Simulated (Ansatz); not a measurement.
Runs of Ansatz 0.2.0 on Sb. The typed cell holds 2 atoms: a = 3.353 Å, b = 3.353 Å, c = 5.808 Å, α = 73.22°, β = 73.22°, γ = 60.00°. 

```csv
level,cutoff (eV),gap on the mesh (eV),pressure (GPa),largest force (eV/Å)
r2SCAN,500,none,(a),1.53
revPBE,420,none,14.1,2.01
PBEsol,420,none,9.7,1.76
BLYP,420,none,18.5,(b)
RPBE,420,none,14.5,2.03
LDA,420,none,8.2,1.54
```

Alike in all rows: task band structure; potentials or basis Ansatz PAW; no spin polarisation; cell all atoms moved at random, sigma 0.25 Å a component; k mesh 9 × 9 × 5; smearing fermi-dirac 0.05 eV.

Q: Fill in the values left out.

A: (a) 12.5; (b) 1.98.

Caveats: spin-orbit coupling is left out, which moves the levels of the heavy elements; the PAW data sets come from PBE, with cores solved anew for the run's functional, which leaves a small shift of forces and pressure; forces of over 1 eV/Å show positions far from the minimum, so gaps and moduli don't describe the material at rest.

A k mesh can miss the band edges, and the runs leave out spin-orbit coupling on Sb.

A gap of «none» marks a metal or a gap under the smearing width.

Runs at the PBE level aren't shown here.
